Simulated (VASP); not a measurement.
# VASP inputs for C (diamond)

INCAR, step 1 (ground state)

```
LASPH = .TRUE.
ENCUT = 500
LCHARG = .FALSE.
PREC = Accurate
NELM = 120
GGA = PE
LREAL = .FALSE.
EDIFF = 1E-7
LWAVE = .TRUE.
SIGMA = 0.01
ISMEAR = 0
```

INCAR, step 2 (empty bands)

```
PREC = Accurate
LREAL = .FALSE.
ALGO = Exact
EDIFF = 1E-7
ISMEAR = 0
NELM = 1
LASPH = .TRUE.
LCHARG = .FALSE.
ISTART = 1
SIGMA = 0.01
LWAVE = .TRUE.
LOPTICS = .TRUE.
GGA = PE
ENCUT = 500
NBANDS = 87
```

INCAR, step 3 (GW)

```
NOMEGA = 64
SIGMA = 0.01
NBANDS = 87
ISMEAR = 0
NBANDSGW = 12
PRECFOCK = Fast
NELM = 120
LREAL = .FALSE.
NELMGW = 1
ISTART = 1
GGA = PE
EDIFF = 1E-7
LWAVE = .FALSE.
LCHARG = .FALSE.
ALGO = EVGW0
ENCUTGW = 220
ENCUTGWSOFT = 220
ENCUT = 500
PREC = Accurate
LASPH = .TRUE.
```

KPOINTS

```
KPOINTS created by Atomic Simulation Environment
0
Gamma
6 6 6
0 0 0
```

POSCAR

```
C
 1.0000000000000000
     0.0000000000000000    1.7801241435693234    1.7801241435693234
     1.7801241435693234   -0.0000000000000000    1.7801241435693234
     1.7801241435693234    1.7801241435693234   -0.0000000000000000
 C
   2
Cartesian
  0.0000000000000000  0.0000000000000000 -0.0000000000000000
  0.8900620717846617  0.8900620717846617  0.8900620717846617
```

VASP ran with the GW set of PAW datasets (8 valence electrons in the cell).

Predict the results.

PBE gap on the mesh 4.17 eV; G₀W₀ gap on the mesh 5.55 eV.
